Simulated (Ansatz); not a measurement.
# A defect in a wire: (4,0) C nanotube, B and B in place of neighbours C and C, part 3 of 4

Wanted: the relaxed defect and the transmission past it, beside the channels of the perfect wire.

Ansatz 0.2.0; DFT PBE, plane waves, PAW; relaxation of a wire's period (the session's first sound run).

So far, channels at the energy nearest the Fermi level, one spin: step 3 (the wire at its relaxed period) 3.

## (4) Relaxing the junction

This step: DFT PBE, plane waves, PAW; relaxation of a junction in a wire, ends held (Ansatz 0.2.0).

System of this step: (4,0) C nanotube, B and B in place of neighbours C and C. The cell holds 112 atoms: 110 C and 2 B. Cell: a = 9.932 Å, b = 9.932 Å, c = 29.514 Å, α = 90.0°, β = 90.0°, γ = 90.0°. Regions: held atoms, 64 atoms (64 C); free atoms, 48 atoms (46 C and 2 B). Vacuum lies along a and b. The structure's axis is c.

48 atoms at the defect are free to relax, while 64 stay where the perfect wire has them, so that the ends still repeat as a lead. The cutoff is set under the files' recommended one to save time.

input.yaml reads:

```yaml
crystal:
  lattice:
    - [9.932, 0.0, 0.0]
    - [0.0, 9.932, 0.0]
    - [0.0, 0.0, 29.5143822369]
  atoms:
    - { symbol: C, position: [0.330192775, 0.499977252, 0.00029528] }
    - { symbol: C, position: [0.499977252, 0.669761728, 0.00029528] }
    - { symbol: C, position: [0.499977252, 0.330192775, 0.00029528] }
    - { symbol: C, position: [0.669761728, 0.499977252, 0.00029528] }
    - { symbol: C, position: [0.330192775, 0.499977252, 0.047323768] }
    - { symbol: C, position: [0.499977252, 0.669761728, 0.047323768] }
    - { symbol: C, position: [0.499977252, 0.330192775, 0.047323768] }
    - { symbol: C, position: [0.669761728, 0.499977252, 0.047323768] }
    - { symbol: C, position: [0.37990611, 0.620048393, 0.071729675] }
    - { symbol: C, position: [0.37990611, 0.37990611, 0.071729675] }
    - { symbol: C, position: [0.620048393, 0.620048393, 0.071729675] }
    - { symbol: C, position: [0.620048393, 0.37990611, 0.071729675] }
    - { symbol: C, position: [0.37990611, 0.620048393, 0.118746516] }
    - { symbol: C, position: [0.37990611, 0.37990611, 0.118746516] }
    - { symbol: C, position: [0.620048393, 0.620048393, 0.118746516] }
    - { symbol: C, position: [0.620048393, 0.37990611, 0.118746516] }
    - { symbol: C, position: [0.330192775, 0.499977252, 0.143152422] }
    - { symbol: C, position: [0.499977252, 0.669761728, 0.143152422] }
    - { symbol: C, position: [0.499977252, 0.330192775, 0.143152422] }
    - { symbol: C, position: [0.669761728, 0.499977252, 0.143152422] }
    - { symbol: C, position: [0.330192775, 0.499977252, 0.190180911] }
    - { symbol: C, position: [0.499977252, 0.669761728, 0.190180911] }
    - { symbol: C, position: [0.499977252, 0.330192775, 0.190180911] }
    - { symbol: C, position: [0.669761728, 0.499977252, 0.190180911] }
    - { symbol: C, position: [0.37990611, 0.620048393, 0.214586818] }
    - { symbol: C, position: [0.37990611, 0.37990611, 0.214586818] }
    - { symbol: C, position: [0.620048393, 0.620048393, 0.214586818] }
    - { symbol: C, position: [0.620048393, 0.37990611, 0.214586818] }
    - { symbol: C, position: [0.37990611, 0.620048393, 0.261603659] }
    - { symbol: C, position: [0.37990611, 0.37990611, 0.261603659] }
[... 76 atom lines left out ...]
    - { symbol: C, position: [0.620048393, 0.620048393, 0.928872532] }
    - { symbol: C, position: [0.620048393, 0.37990611, 0.928872532] }
    - { symbol: C, position: [0.37990611, 0.620048393, 0.975889373] }
    - { symbol: C, position: [0.37990611, 0.37990611, 0.975889373] }
    - { symbol: C, position: [0.620048393, 0.620048393, 0.975889373] }
    - { symbol: C, position: [0.620048393, 0.37990611, 0.975889373] }
magnetization:
  spin_polarized: true
kpoints:
  mp_grid: { grid: [1, 1, 1] }
scf:
  occupations: { method: fermi_dirac, width: 0.1 }
hamiltonian:
  xc: pbe
relax:
  constraints:
    - { sites: [0, 1, 2, 3, 4, 5, 6, 7, 8, 9, 10, 11, 12, 13, 14, 15, 16, 17, 18, 19, 20, 21, 22, 23, 24, 25, 26, 27, 28, 29, 30, 31, 80, 81, 82, 83, 84, 85, 86, 87, 88, 89, 90, 91, 92, 93, 94, 95, 96, 97, 98, 99, 100, 101, 102, 103, 104, 105, 106, 107, 108, 109, 110, 111] }
  f_tol: 0.06
  max_steps: 35
basis:
  ecutwfc: "350 eV"
```

Launch:

```
$ ansatz run input.yaml --threads 4 --pin off --max-ram 16384MiB --backend cpu --events-out ev --progress --plain --runs-dir out
```

Numbers of over 12 decimals in the logs are rounded to 6 here.

The program printed:

```text
[...]
Crystal: 112 atoms, lattice volume = 2911.435 Å³
Basis set: ecut = 350 eV, 43279 PW (Γ), exchange–correlation on 128×128×384 points (8 copies of the dense FFT grid, shifted against one another)
Bands: 336, of which v1, the nominal top of the filled ones, is band 223 counted from 1 (222 counted from 0)
Symmetry: 1 space group operations
[...]
k-points: 1
[...]
Starting moments: Σ|m| = 0.2 μB on 1 of 112 sites
[...]
SCF iter   1: F=—  HF=-27884.667513 eV  |F-HF|=—  |Δ(HF+E_count)|=         —  Δρ=3.67e-2 (↑3.66e-2 ↓3.67e-2)  dr2=1.66e2  dr2_m=4.41e-3  M=0.060 μB ∫|m|=0.083 μB  β_m=0.30  ethr=3.10e-3  ⟨swp⟩=6.0  Hψ=3162  notcnv=0  defer=107
[...]
spin=Collinear: LDOS preconditioning applied to the charge; magnetization (m = ρ↑ − ρ↓) channel mixes plain (no charge-response kernel on spin).
SCF iter   2: F=—  HF=-27848.479058 eV  |F-HF|=—  |Δ(HF+E_count)|=    3.62e1  Δρ=2.33e-2 (↑2.32e-2 ↓2.33e-2)  dr2=6.50e1  dr2_m=2.21e-3  M=0.065 μB ∫|m|=0.082 μB  β_m=0.30  ethr=3.10e-3  ⟨swp⟩=2.0  Hψ=1260  notcnv=0  defer=186
[...]
SCF iter   7: F=—  HF=-27826.575998 eV  |F-HF|=—  |Δ(HF+E_count)|=   3.39e-3  Δρ=1.97e-4 (↑1.71e-4 ↓1.97e-4)  dr2=6.39e-3  dr2_m=1.35e-4  M=0.037 μB ∫|m|=0.052 μB  β_m=0.30  ethr=2.65e-6  ⟨swp⟩=2.0  Hψ=900  notcnv=0  defer=182
[...]
spin-set hold released at iteration 7 (site moments contracting): the magnetisation degrees of freedom join the quasi-Newton model from the next iteration; the mixer history was flushed
SCF iter   8: F=—  HF=-27826.576216 eV  |F-HF|=—  |Δ(HF+E_count)|=   2.18e-4  Δρ=1.57e-4 (↑1.34e-4 ↓1.57e-4)  dr2=4.24e-3  dr2_m=7.91e-5  M=0.035 μB ∫|m|=0.049 μB  β_m=0.65  ethr=1.43e-6  ⟨swp⟩=1.0  Hψ=490  notcnv=0  defer=182
[...]
SCF iter  12: F=-27826.576646 eV  HF=-27826.576645 eV  |F-HF|=2.24e-7  |Δ(HF+E_count)|=   1.96e-6  Δρ=4.40e-6 (↑3.84e-6 ↓4.40e-6)  dr2=4.24e-7  dr2_m=3.78e-7  M=0.018 μB ∫|m|=0.029 μB  ethr=5.49e-10  ⟨swp⟩=2.0  Hψ=1124  notcnv=0
WARN: the starting moments were not kept: the SCF closed with an absolute magnetisation of 2.9e-2 μB, where they sum to 0.2 μB in size (1 site). The net magnetisation is 1.7e-2 μB in size, at most 0.1 of the 0.2 μB that the starting moments add up to as vectors; the absolute magnetisation counts also what cancels out within the cell. Measured as dr2_m measures the in/out step, that magnetisation stands 5.6e-5 eV from none, at or under the dr2_threshold of 9.0e-5 eV: it is no larger than a step whose dr2_m would equal this threshold. The system may hold no moment; this SCF shows only that its start led to no more than that. [rest of the remark cut]
SCF 1 converged in 12 iterations: F = -27826.576646 eV  dr2 = 4.24e-7
[...]
relax step   1: F+E_penalty+E_count = -27826.57664557 eV  Δ(F+E_penalty+E_count) = +0.000e0 eV  max|allowed force component| = 6.062e0 eV/Å  Δτ_max = 0.0000 Å  (12 SCF iters, dr2 threshold 9.00e-5 eV, accepted)
[...]
Starting moments: Σ|m| = 0.2 μB on 1 of 112 sites; this step starts from the density that it was given
[...]
SCF iter   1: F=—  HF=-27828.462406 eV  |F-HF|=—  |Δ(HF+E_count)|=         —  Δρ=4.40e-3 (↑4.38e-3 ↓4.40e-3)  dr2=4.51e0  dr2_m=1.08e-4  M=0.012 μB ∫|m|=0.029 μB  β_m=0.30  ethr=1.04e-3  ⟨swp⟩=1.0  Hψ=2544  notcnv=0  defer=182
[...]
spin=Collinear: Resta preconditioning applied to the charge; magnetization (m = ρ↑ − ρ↓) channel mixes plain (no charge-response kernel on spin).
SCF iter   2: F=—  HF=-27831.174756 eV  |F-HF|=—  |Δ(HF+E_count)|=    2.71e0  Δρ=6.65e-3 (↑6.62e-3 ↓6.65e-3)  dr2=1.24e2  dr2_m=7.97e-5  M=0.004 μB ∫|m|=0.017 μB  β_m=0.08  ethr=1.01e-3  ⟨swp⟩=5.0  Hψ=1562  notcnv=0  defer=178  recentre
[...]
SCF iter  10: F=-27827.902680 eV  HF=-27827.902678 eV  |F-HF|=1.77e-6  |Δ(HF+E_count)|=   2.18e-5  Δρ=9.03e-6 (↑9.03e-6 ↓6.36e-6)  dr2=4.90e-6  dr2_m=3.73e-7  M=0.009 μB ∫|m|=0.017 μB  ethr=1.70e-8  ⟨swp⟩=2.0  Hψ=1515  notcnv=0
the starting moments were not kept: the SCF closed with an absolute magnetisation of 1.6e-2 μB, where they sum to 0.2 μB in size (1 site). That is at most 0.1 of that sum. Measured as dr2_m measures the in/out step, that magnetisation stands 1.8e-5 eV from none, at or under the dr2_threshold of 1.0e-4 eV: it is no larger than a step whose dr2_m would equal this threshold.
SCF 2 converged in 10 iterations: F = -27827.902680 eV  dr2 = 4.90e-6
[...]
relax step   2: F+E_penalty+E_count = -27827.90268001 eV  Δ(F+E_penalty+E_count) = -1.326e0 eV  max|allowed force component| = 2.278e0 eV/Å  Δτ_max = 0.1363 Å  (10 SCF iters, dr2 threshold 1.00e-4 eV, accepted)
[...]
SCF iter  11: F=-27828.092721 eV  HF=-27828.092743 eV  |F-HF|=2.22e-5  |Δ(HF+E_count)|=   3.08e-5  Δρ=2.18e-5 (↑2.18e-5 ↓2.12e-5)  dr2=5.83e-5  dr2_m=2.65e-7  M=0.002 μB ∫|m|=0.006 μB  ethr=2.24e-8  ⟨swp⟩=3.0  Hψ=1615  notcnv=0
[...]
SCF 3 converged in 11 iterations: F = -27828.092721 eV  dr2 = 5.83e-5
[...]
relax step   3: F+E_penalty+E_count = -27828.09272097 eV  Δ(F+E_penalty+E_count) = -1.900e-1 eV  max|allowed force component| = 1.353e0 eV/Å  Δτ_max = 0.1115 Å  (11 SCF iters, dr2 threshold 1.00e-4 eV, accepted)
[...]
relax step   4: F+E_penalty+E_count = -27828.08301388 eV  Δ(F+E_penalty+E_count) = +9.707e-3 eV  max|allowed force component| = 9.257e-1 eV/Å  Δτ_max = 0.1018 Å  (7 SCF iters, dr2 threshold 1.00e-4 eV, rejected (line search))
[...]
relax step   5: F+E_penalty+E_count = -27828.19571865 eV  Δ(F+E_penalty+E_count) = -1.030e-1 eV  max|allowed force component| = 7.598e-2 eV/Å  Δτ_max = 0.0504 Å  (10 SCF iters, accepted)
SCF iter   1: F=—  HF=-27828.199618 eV  |F-HF|=—  |Δ(HF+E_count)|=         —  Δρ=4.31e-4 (↑4.30e-4 ↓4.31e-4)  dr2=1.70e-2  dr2_m=8.26e-7  M=0.000 μB ∫|m|=0.001 μB  β_m=0.30  ethr=3.70e-5  ⟨swp⟩=2.0  Hψ=1280  notcnv=0  defer=182
[...]
SCF iter   7: F=-27828.197976 eV  HF=-27828.197976 eV  |F-HF|=1.57e-8  |Δ(HF+E_count)|=   2.28e-7  Δρ=8.44e-7 (↑8.43e-7 ↓8.44e-7)  dr2=8.69e-8  dr2_m=9.77e-11  M=0.000 μB ∫|m|=0.000 μB  ethr=2.24e-11  ⟨swp⟩=2.5  Hψ=2043  notcnv=0
[...]
SCF 6 converged in 7 iterations: F = -27828.197976 eV  dr2 = 8.69e-8
relax step   6: F+E_penalty+E_count = -27828.19797646 eV  Δ(F+E_penalty+E_count) = -2.258e-3 eV  max|allowed force component| = 3.258e-2 eV/Å  Δτ_max = 0.0123 Å  (7 SCF iters, accepted)
SCF converged after 7 iterations
Magnetization: 0.0000 μB (223.0000 up, 223.0000 down)
Absolute magnetization: 0.0001 μB (∫|ρ↑−ρ↓|, with the PAW one-centre terms)
[...]
Per-site moments (μB) at R_I (Å): [(7.656350606440846e-8, 0.572557), (1.3272562542477727e-7, 0.572557), (-1.7060614369146727e-7, 0.572557), (-7.905529146070465e-8, 0.572557), (-3.1900040160516476e-8, 0.572557), (-6.266324801807318e-8, 0.572557), (2.258924035072353e-7, 0.572557), (1.0685121773332022e-7, 0.572557), (3.968304214461837e-8, 0.572415), (-1.252851464751915e-7, 0.572415), (-7.108366354784974e-9, 0.572415), ( [...]
Free energy (F): -27828.197976 eV
[...]
Internal energy: -27827.607825 eV  (E = F + TS)
E sigma→0 (E₀):  -27827.902901 eV
Entropy (-TS):   -0.590151 eV (-5.269 meV/atom)
Fermi energy:    -1.662707 eV
[...]
--- Forces (eV/Å), atoms counted from 1 ---
  atom   1  C      0.02414514     0.00856438    -0.06796692
  atom   2  C      0.00416471    -0.03461293    -0.08511992
  atom   3  C     -0.01166274     0.01537610    -0.03151587
  atom   4  C     -0.01567081     0.01883482    -0.03960873
  atom   5  C      0.02685370    -0.00168691     0.06800040
  atom   6  C      0.00439010    -0.03698089     0.09516578
  atom   7  C     -0.02175783     0.01210412     0.03836027
  atom   8  C     -0.00870255     0.03029203     0.03430332
  atom   9  C      0.01979656    -0.02656860    -0.11048513
  atom  10  C     -0.01728483     0.02662339    -0.05074395
  atom  11  C     -0.01588029    -0.01272268    -0.07438006
  atom  12  C      0.00858690     0.01715665    -0.04201852
  atom  13  C      0.03304416    -0.03671175     0.09603687
  atom  14  C      0.00528710     0.03247913     0.05227085
  atom  15  C     -0.03334221    -0.01721033     0.07096411
  atom  16  C     -0.00934854     0.02403190     0.03173219
  atom  17  C      0.02283263     0.00337252    -0.07241099
  atom  18  C      0.00498686    -0.04501186    -0.13299099
  atom  19  C     -0.03182101     0.01500083    -0.06074464
  atom  20  C     -0.00511447     0.03466729    -0.02947714
  atom  21  C      0.03599421    -0.00994265     0.04131120
  atom  22  C      0.01209840    -0.06230085     0.09482734
  atom  23  C     -0.03911771     0.03963321     0.03663085
  atom  24  C     -0.02613122     0.04706003    -0.01101768
  atom  25  C      0.02775655    -0.03353383    -0.13627142
  atom  26  C     -0.02915847     0.06586434    -0.10296587
  atom  27  C     -0.07538966     0.00790263    -0.16254093
  atom  28  C     -0.00437239     0.01356661    -0.04415732
  atom  29  C      0.02698135     0.03317924    -0.18002852
  atom  30  C     -0.09268204     0.01096956    -0.34064921
  atom  31  C      0.03717385     0.11341019    -0.50814143
  atom  32  C      0.13773801     0.00952732    -0.64261323
  atom  33  C      0.00266340    -0.00146689     0.00021456
  atom  34  C      0.00177670    -0.00018787     0.00239433
  atom  35  C     -0.00130242    -0.00229833     0.00330618
  atom  36  C     -0.00045170     0.00413257     0.00182984
  atom  37  C     -0.00112256    -0.00413710    -0.00024130
  atom  38  C      0.00225704    -0.00098203    -0.00334141
  atom  39  C     -0.00229031    -0.00051971    -0.00737808
  atom  40  C     -0.00099657     0.00301849    -0.00204039
[...]
atom 101  C      0.05144042     0.00189061     0.10067488
  atom 102  C     -0.00359984    -0.04859518     0.10571459
  atom 103  C     -0.01138011     0.02033710     0.00578689
  atom 104  C     -0.03785325     0.01582445     0.08093448
  atom 105  C      0.03149115    -0.03875675    -0.11872584
  atom 106  C     -0.01481549     0.04723345    -0.03141591
  atom 107  C     -0.01111966    -0.02555849    -0.05758339
  atom 108  C      0.00470535     0.05425119    -0.06444561
  atom 109  C      0.02803534    -0.04466824     0.12987145
  atom 110  C     -0.01305505     0.02877814     0.04140549
  atom 111  C     -0.01866021    -0.01644050     0.06768936
  atom 112  C      0.00329326     0.02852805     0.06690632
  max |Σ_I F_I| component: 2.11e-4 eV/Å
--- Relaxed structure (6 steps of the walk, 5 accepted, 0 SCFs on fresh bases) ---
  F+E_penalty+E_count = -27828.19797646 eV   max|allowed force component| = 3.258e-2 eV/Å
  atoms:
    - { symbol: C, position: [0.330192775, 0.499977, 0.00029528] }
    - { symbol: C, position: [0.499977, 0.669761728, 0.00029528] }
    - { symbol: C, position: [0.499977, 0.330192775, 0.00029528] }
    - { symbol: C, position: [0.669761728, 0.499977, 0.00029528] }
    - { symbol: C, position: [0.330192775, 0.499977, 0.047324] }
    - { symbol: C, position: [0.499977, 0.669761728, 0.047324] }
    - { symbol: C, position: [0.499977, 0.330192775, 0.047324] }
    - { symbol: C, position: [0.669761728, 0.499977, 0.047324] }
    - { symbol: C, position: [0.37990611, 0.620048393, 0.071730] }
    - { symbol: C, position: [0.37990611, 0.37990611, 0.071730] }
    - { symbol: C, position: [0.620048393, 0.620048393, 0.071730] }
    - { symbol: C, position: [0.620048393, 0.37990611, 0.071730] }
    - { symbol: C, position: [0.37990611, 0.620048393, 0.118746516] }
    - { symbol: C, position: [0.37990611, 0.37990611, 0.118746516] }
    - { symbol: C, position: [0.620048393, 0.620048393, 0.118746516] }
    - { symbol: C, position: [0.620048393, 0.37990611, 0.118746516] }
    - { symbol: C, position: [0.330192775, 0.499977, 0.143152422] }
    - { symbol: C, position: [0.499977, 0.669761728, 0.143152422] }
    - { symbol: C, position: [0.499977, 0.330192775, 0.143152422] }
    - { symbol: C, position: [0.669761728, 0.499977, 0.143152422] }
    - { symbol: C, position: [0.330192775, 0.499977, 0.190180911] }
    - { symbol: C, position: [0.499977, 0.669761728, 0.190180911] }
    - { symbol: C, position: [0.499977, 0.330192775, 0.190180911] }
    - { symbol: C, position: [0.669761728, 0.499977, 0.190180911] }
    - { symbol: C, position: [0.37990611, 0.620048393, 0.214587] }
    - { symbol: C, position: [0.37990611, 0.37990611, 0.214587] }
    - { symbol: C, position: [0.620048393, 0.620048393, 0.214587] }
    - { symbol: C, position: [0.620048393, 0.37990611, 0.214587] }
    - { symbol: C, position: [0.37990611, 0.620048393, 0.261603659] }
    - { symbol: C, position: [0.37990611, 0.37990611, 0.261603659] }
    - { symbol: C, position: [0.620048393, 0.620048393, 0.261603659] }
    - { symbol: C, position: [0.620048393, 0.37990611, 0.261603659] }
    - { symbol: C, position: [0.330550, 0.500145, 0.285783] }
    - { symbol: C, position: [0.500165, 0.669699, 0.285628] }
    - { symbol: C, position: [0.500087, 0.329718, 0.285319] }
    - { symbol: C, position: [0.670834, 0.500363, 0.285202] }
    - { symbol: C, position: [0.331055, 0.499826, 0.332650] }
    - { symbol: C, position: [0.501438, 0.670163, 0.332516] }
    - { symbol: C, position: [0.501143, 0.329419, 0.331906] }
    - { symbol: C, position: [0.672066, 0.500634, 0.331775] }
[...]
- { symbol: B, position: [0.636542, 0.368722, 0.545380] }
[...]
- { symbol: B, position: [0.500803, 0.310772, 0.572288] }
[...]
- { symbol: C, position: [0.330192775, 0.499977, 0.904466625] }
    - { symbol: C, position: [0.499977, 0.669761728, 0.904466625] }
    - { symbol: C, position: [0.499977, 0.330192775, 0.904466625] }
    - { symbol: C, position: [0.669761728, 0.499977, 0.904466625] }
    - { symbol: C, position: [0.37990611, 0.620048393, 0.928872532] }
    - { symbol: C, position: [0.37990611, 0.37990611, 0.928872532] }
    - { symbol: C, position: [0.620048393, 0.620048393, 0.928872532] }
    - { symbol: C, position: [0.620048393, 0.37990611, 0.928872532] }
    - { symbol: C, position: [0.37990611, 0.620048393, 0.975889] }
    - { symbol: C, position: [0.37990611, 0.37990611, 0.975889] }
    - { symbol: C, position: [0.620048393, 0.620048393, 0.975889] }
    - { symbol: C, position: [0.620048393, 0.37990611, 0.975889] }
```

Wall time 3.7 min (4 threads of Arm Neoverse V1, shared host); peak memory 3.8 GiB.

The steps of the relaxation:

```csv
step,energy less that of the first step (eV),largest force component (eV/Å)
1,0.0000,6.0625
2,-1.3260,2.2776
3,-1.5161,1.3526
4,-1.5064,0.9257
5,-1.6191,0.0760
6,-1.6213,0.0326
```

Relaxation step 4 was tried and not accepted.

The atoms that moved most (Å):

```csv
atom,dx,dy,dz,length
C60,0.088,-0.042,-0.185,0.209
B64,0.164,-0.111,-0.057,0.206
B67,0.008,-0.193,0.017,0.194
C56,0.106,-0.057,-0.119,0.169
C65,0.124,-0.100,-0.048,0.166
C55,0.087,-0.063,-0.113,0.156
C71,0.006,-0.072,0.135,0.153
C59,0.039,-0.136,-0.037,0.147
```

This step gave:

| Property | Result |
| --- | --- |
| energy at zero smearing | -27827.9029 eV |

The largest force component on a free atom ends at 0.033 eV/Å, under the limit of 0.06. The first B ends nearest to C at 1.52 Å, C at 1.54 Å and B at 1.67 Å.

(Part 3 of 4 ends here.)

[Logs are printed without paths, hosts, clocks, repeated set-up lines and the standing remarks that a program may print on its own settings, such as how far it seeks lower states.]

[Hosts, paths, dates, database ids (printed as entryN), source tags and the programs' standing remarks are cut or masked in the printed files.]
